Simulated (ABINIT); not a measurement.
# HfN in ABINIT: the effect of dispersion

Crystal: HfN.

```xyz
2
Lattice="0.0000 2.2560 2.2560 2.2560 0.0000 2.2560 2.2560 2.2560 0.0000" Properties=species:S:1:pos:R:3 pbc="T T T"
Hf    0.0000    0.0000    0.0000
N     2.2560    2.2560    2.2560
```

Alike in all runs:

| Property | Result |
| --- | --- |
| Program | ABINIT 10.8.3 (patched build) |
| Task | equation of state |
| Functional | PBE |
| Potentials or basis | JTH PAW PBE v2.0 |
| Cutoff | 707 eV |
| k mesh | 10 × 10 × 10 |
| Occupations | fermi-dirac, width 0.05 eV |
| Spin | no spin polarisation |

```csv
dispersion,V0 of scaled cells (Å³/atom),B0 (GPa)
none,?,?
D3,11.45,282
D3(BJ),11.46,281
```

What does the run with dispersion none give?

V0 of scaled cells 11.69 Å³/atom; B0 269 GPa.

Caveats: pressures at fixed basis lie under the slope of the energies.
